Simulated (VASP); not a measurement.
Write the native input for VASP 6.6.1 that does the following.

```
Task                   : relaxation of cell and atoms
Functional             : PBE
Potentials or basis    : VASP PAW PBE potentials, release 64 (P)
Cutoff                 : 600 eV
k mesh                 : 12 × 12 × 11
Occupations            : gaussian, width 0.05 eV
Spin                   : no spin polarisation
Further INCAR settings : ALGO = Fast; EDIFF = 1e-07; IBRION = 2; EDIFFG = -0.01; NSW = 60; ISIF = 3
```

The structure of P lies in POSCAR:

```
P
1.0
    2.6350100000      0.0000000000      0.0000000000
   -1.3175100000      2.2819900000      0.0000000000
    0.0000000000      0.0000000000      2.4492600000
P
1
Direct
    0.0000000000      0.0000000000      0.0000000000
```

The cell was built by a generator and needn't be a form met in nature.

One way to write it, as run:

INCAR

```
SYSTEM = P
  ALGO = Fast
  EDIFF = 1E-7
  EDIFFG = -0.01
  ENCUT = 600
  GGA = PE
  IBRION = 2
  ISIF = 3
  ISMEAR = 0
  LASPH = .TRUE.
  LCHARG = .FALSE.
  LREAL = .FALSE.
  LWAVE = .FALSE.
  NELM = 80
  NSW = 60
  PREC = Accurate
  SIGMA = 0.05
```

KPOINTS

```
k-points
0
G
  12 12 11
  0 0 0
```

Potentials or basis: VASP PAW PBE potentials, release 64 (P).

The run is started by

```sh
$ cat potpaw_PBE.64/P/POTCAR > POTCAR
$ mpirun -np 1 vasp_std > vasp.out
```

Results of the run:

```yaml
Relaxed_volume: 14.65 Å³/atom
Relaxed_cell: a = 2.600 Å, b = 2.600 Å, c = 2.503 Å, α = 90.00°, β = 90.00°, γ = 120.00°
Space_group_after_relaxing_to_0.05_Å: P6/mmm (No. 191)
Energy_gained_by_relaxing: 9.4 meV/atom
Ionic_steps: 3
Pressure_after_relaxing: 0.0 GPa
Band_gap_on_the_k_mesh: none (metal or under the smearing width)
```

Wall time 8.5 s on 1 thread of Intel(R) Xeon(R) 6975P-C (Granite Rapids), with other jobs on the host, peak memory 0.14 GiB.
